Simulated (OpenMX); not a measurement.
## NbP under changes of volume

One of the cells (16.103 Å³/atom); the others are scaled copies at fixed shape and fractional positions:

```xyz
4
Lattice="-1.6749 1.6749 5.7401 1.6749 -1.6749 5.7401 1.6749 1.6749 -5.7401" Properties=species:S:1:pos:R:3 pbc="T T T"
Nb    1.6749    0.0000    2.8687
Nb    0.0000    0.0000    5.7387
P     0.0000    1.6749    3.8200
P     0.0000    0.0000    0.9500
```

The cell is a database's computed one.

- Program: OpenMX 3.8.5
- Functional: LDA
- Potentials or basis: OpenMX 2013 LDA set, Nb7.0-s3p2d2, P7.0-s2p2d1f1, fixed grid of 40 × 40 × 28 points
- k mesh: 11 × 11 × 11
- Occupations: fermi-dirac, width 0.05 eV
- Spin: no spin polarisation

```tsv
volume (Å³/atom)	energy over the lowest point (meV/atom)	largest force (eV/Å)
15.137	5.69	0.043
15.459	0.00	0.036
15.781	3.34	0.029
16.103	?	?
16.425	33.31	0.016
16.747	58.37	0.011
17.069	89.23	0.006
```

**Question.** What does the run at 16.103 Å³/atom give?

**Answer.** Energy over the lowest point 14.71 meV/atom; largest force 0.022 eV/Å.

Worked out: A Birch-Murnaghan fit of order 3 (a polynomial in V^(-2/3)) to the other rows has its minimum at 15.50 Å³/atom with B0 = V·E''(V) = 213 GPa and B' = 4.3 at fixed shape and positions, which overstates the stiffness. It gives 14.71 meV/atom at 16.103 Å³/atom, against the run's 14.71.

Energies are extrapolated to zero smearing.

Caveats: the basis of atomic orbitals isn't converged, which shifts pressures, moduli and gaps.
